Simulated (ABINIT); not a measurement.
Runs of ABINIT 10.8.3 (patched build) on Co. It takes space group P6_3/mmc (No. 194, hexagonal). The conventional cell has a = 2.472 Å, b = 2.472 Å, c = 4.021 Å, α = 90.00°, β = 90.00°, γ = 120.00°. Around Co (site symmetry -6m2) lie 12 Co at 2.47 Å. 

```csv
task,level,potentials or basis,cell,k mesh,cutoff (eV),fine-grid cutoff,cell freedom (optcell),cutoff smearing ecutsm (Ha),optimiser (ionmov),force stop (Ha/bohr),mesh quality,gap on the mesh (eV),pressure (GPa),moment (μB)
single point,PBEsol,JTH PAW PBE v2.0,as given,5 × 5 × 3,707,1306.15 eV,-,-,-,-,coarse,none,-2.7,3.48
single point,PBEsol,JTH PAW PBE v2.0,as given,12 × 12 × 7,707,1306.15 eV,-,-,-,-,not flagged,none,-4.8,3.20
single point,PBE,JTH PAW PBE v2.0,as given,7 × 7 × 4,707,1306.15 eV,-,-,-,-,coarse,none,(c),3.11
single point,LDA,JTH PAW LDA v2.0,as given,7 × 7 × 4,544,1088.46 eV,-,-,-,-,coarse,none,-,3.05
single point,PBEsol,JTH PAW PBE v2.0,as given,7 × 7 × 4,707,1306.15 eV,-,-,-,-,coarse,none,-5.5,3.11
relaxation of cell and atoms,LDA,JTH PAW LDA v2.0,relaxed,7 × 7 × 4,707,1306.15 eV,2,0.5,2,0.0002,coarse,none,0.0,(b)
single point,LDA,JTH PAW LDA v2.0,as given,10 × 10 × 6,544,1088.46 eV,-,-,-,-,not flagged,none,-,(a)
```

Alike in all rows: spin collinear, ferromagnetic start; smearing fermi-dirac 0.05 eV.

Q: Estimate the missing entries.

A: (a) 3.21; (b) 2.94; (c) 4.3.

Caveats: some runs use coarse meshes; the PAW data sets were made with another functional, which shifts forces and pressure a little (some runs).

A k mesh can miss the band edges.

A gap of «none» marks a metal or a gap under the smearing width.

Not every run made on this cell is shown here.
